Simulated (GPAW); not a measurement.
**ZrS2: single point with PBE**

ZrS2:

```
Zr S
1.0
     3.69138    0.00000    0.00000
    -1.84569    3.19683    0.00000
     0.00000    0.00000    6.04108
Zr S
1 2
Cartesian
  0.0000 0.0000 0.0000
  0.0000 2.1312 1.4372
  1.8457 1.0656 4.6038
```

The cell is a database's computed one.

```json
{
  "Program": "GPAW 26.7.0",
  "Task": "single point",
  "Functional": "PBE",
  "Potentials or basis": "GPAW PAW data sets (gpaw-data 1.2.1)",
  "Cutoff": "600 eV",
  "Basis": "pw",
  "k mesh": "8 × 8 × 5",
  "Occupations": "gaussian, width 0.026 eV",
  "Spin": "no spin polarisation",
  "Maxiter": "150"
}
```

```yaml
Pressure: 0.2 GPa
Largest_force: 0.016 eV/Å
Band_gap_on_the_k_mesh: 1.05 eV, indirect (least direct gap 1.63 eV)
```

Forces on the atoms (eV/Å):
```
Zr   0.000  0.000  0.000
S    0.000  0.000  0.016
S    0.000  0.000 -0.016
```

Stress tensor (GPa, compression positive):
```
-0.19  0.00  0.00
 0.00 -0.19  0.00
 0.00  0.00  0.92
```

Levels at points of the mesh, in eV from the valence-band top:
```csv
k point,band 10,band 11,band 12,band 13,band 14,band 15
"(0.00, 0.00, 0.00)",-0.09,-0.09,-0.05,1.59,1.59,2.43
"(0.50, 0.50, 0.00)",-2.34,-1.65,-1.17,1.20,3.24,3.50
```

It took 43 s on 1 thread of Arm Neoverse V1, with other jobs on the host, peak memory 0.2 GiB.

The gap isn't set beside the measured one, since this odd mesh misses points on the zone boundary.

Caveat: an odd mesh through Γ misses points on the zone boundary, where band edges often lie; this functional lacks dispersion, which binds the layers, so the pressure and a relaxed spacing across them are unreliable.
